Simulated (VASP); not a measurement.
## ZrB: equation of state with PBE

Crystal: ZrB.

```
Zr B
1.0
     0.00000    2.45307    2.45307
     2.45307    0.00000    2.45307
     2.45307    2.45307    0.00000
Zr B
1 1
Direct
  0.00000 0.00000 0.00000
  0.50000 0.50000 0.50000
```

| Item | Value |
| --- | --- |
| Program | VASP 6.6.1 |
| Task | equation of state |
| Functional | PBE |
| Potentials or basis | VASP PAW PBE potentials, release 64 (Zr_sv, B) |
| Cutoff | 520 eV |
| k mesh | 8 × 8 × 8 |
| Occupations | fermi-dirac, width 0.05 eV |
| Spin | no spin polarisation |
| Ladder | gaps |
| Further INCAR settings | ALGO = Normal; EDIFF = 1e-06 |

The equilibrium volume is 14.77 Å³/atom. The bulk modulus is 160 GPa. The pressure derivative of the bulk modulus is 4.0 (rough: it moves with the points fitted).

Energy against volume, from the lowest point:
```tsv
volume (Å³/atom)	energy (meV/atom)
14.171	12.91
14.466	3.19
14.762	0.00
15.057	2.73
15.352	10.82
```

All runs of the series together: 51 s on 1 thread of Intel(R) Xeon(R) Platinum 8375C CPU @ 2.90GHz (Ice Lake), with other jobs on the host.
